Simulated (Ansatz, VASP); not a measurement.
# Ca: VASP beside Ansatz

The input INCAR:

```
PREC = Accurate
ENCUT = 520
EDIFF = 1E-6
ISMEAR = -1
SIGMA = 0.08
LREAL = F
LASPH = T
NELM = 100
ALGO = Normal
ISIF = 2
LWAVE = F
LCHARG = F
NBANDS = 11
```

File KPOINTS:

```
Automatic mesh
0
Gamma
  12 12 12
```

Contents of POSCAR:

```
Ca
1.0
    0.0000000000      2.3141269778      2.3141269778
    2.3141269778      0.0000000000      2.3141269778
    2.3141269778      2.3141269778      0.0000000000
Ca
1
Direct
    0.0000000000      0.0000000000      0.0000000000
```

Input for Ansatz:

```yaml
crystal:
  lattice:
    - [0.0, 2.3141269778, 2.3141269778]
    - [2.3141269778, 0.0, 2.3141269778]
    - [2.3141269778, 2.3141269778, 0.0]
  atoms:
    - { symbol: Ca, position: [0.0, 0.0, 0.0] }
kpoints:
  mp_grid: { grid: [12, 12, 12] }
scf:
  occupations: { method: fermi_dirac, width: 0.08 }
hamiltonian:
  xc: lda
  pseudopotentials: { kind: all_electron, lapw: { basis_error: 0.001 } }
output:
  forces: true
  stress: true
  eigenvalues: true
  populations: true
```

Change from the starting cell: volume scaled by 0.65, LAPW.

Alike in both runs: task single point; functional LDA; k mesh 12 × 12 × 12; occupations fermi-dirac, width 0.08 eV; no spin polarisation.

```csv
,VASP,Ansatz
version,VASP 6.6.1,Ansatz 0.2.0
potentials or method,"VASP PAW LDA potentials, release 64 (Ca_sv)","all-electron LAPW, scalar-relativistic"
plane-wave cutoff (eV),520,see its input
```

Ansatz gave:

| Property | Result |
| --- | --- |
| pressure (GPa) | 16.0 |

Task: What did VASP give for the same quantities?

Result: Pressure (GPa): 16.1.

Ansatz ran all-electron here, so the differences hold the error of VASP's frozen core and of both bases.

Caveats: so large a pressure means that the cell lies far from this level's equilibrium, or that cutoff or potentials fall short (VASP).
